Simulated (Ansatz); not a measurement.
Zinc-blende AlSb, treated with PBE0 (Ansatz, a first-principles code, PAW).

Numerical settings: plane-wave cutoff 460 eV, 8×8×8 k mesh, Fermi–Dirac smearing 0.01 eV, scalar-relativistic PAW data made under PBE.

Equation-of-state points:

| V (Å³/atom) | E − E_lowest (meV/atom) | P (GPa) |
|---|---|---|
| 27.828 | 14.31 | 3.27 |
| 28.560 | 3.42 | 1.53 |
| 29.323 | 0.00 | -0.05 |
| 30.025 | 3.10 | -1.33 |
| 30.757 | 11.94 | -2.50 |

Question: Estimate the bulk modulus from the pressures at 28.560 and 30.025 Å³/atom, and compare it with a fit to all energies.

Answer: B = −V dP/dV. Between V = 28.560 and 30.025 Å³/atom, dP/dV = (-1.33 − (1.53))/(30.025 − 28.560) = -1.95 GPa per Å³/atom; at the midpoint 29.292 Å³/atom this gives B ≈ 57.2 GPa. The third-order Birch–Murnaghan fit gives V0 = 29.295 Å³/atom, B0 = 57.1 GPa, B′ = 4.3, which lies within 1 % of that estimate.

Measured, for comparison: bulk modulus 58.2 GPa (temperature not stated, no zero-point or thermal correction; as tabulated in Toher et al. (2017), arXiv:1611.05714); equilibrium volume per atom 28.77 Å³/atom (low temperature, thermal expansion removed or low-temperature value; zero-point expansion not removed; as tabulated in Zhang et al. (2018), doi:10.1088/1367-2630/aac7f0). Computed less measured: bulk modulus -1.9 %, equilibrium volume per atom +1.8 %.

Spin–orbit coupling is not included.

The computed numbers hold no vibrational or temperature effects.

It cost around 16 core-minutes (rough) of CPU time.
